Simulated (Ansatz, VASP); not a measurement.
# One calculation of InAs, two programs

```xyz
2
Lattice="0.0000 2.8773 2.8773 2.8773 0.0000 2.8773 2.8773 2.8773 0.0000" Properties=species:S:1:pos:R:3 pbc="T T T"
In    2.8773    2.8773    2.8773
As    0.0000    0.0000    0.0000
```

Measurements of this composition are mostly on another form, of space group No. 216.

Alike in both runs: task relaxation of cell and atoms; functional PBE; k mesh 12 × 12 × 12; occupations gaussian, width 0.1 eV; no spin polarisation.

|  | VASP | Ansatz |
| --- | --- | --- |
| version | VASP 6.6.1 | Ansatz 0.2.0 |
| potentials or method | VASP PAW PBE potentials, release 64 (In_d, As) | scalar-relativistic, plane waves, PAW |
| plane-wave cutoff (eV) | 600 | 420 |
| valence electrons in the cell | 18 | 28 |

|  | VASP | Ansatz | Ansatz less VASP |
| --- | --- | --- | --- |
| gap on the k mesh at the Fermi level, each at its own relaxed structure (eV) | none | none | - |
| relaxed volume (Å³/atom) | 23.79 | 23.77 | -0.021 |
| relaxed cell length with the largest relative difference (Å) | 4.067 | 4.066 | -0.0012 |

A gap of «none» marks a metal or a gap that the smearing closes. The two sets of potentials don't hold the same shells in valence.
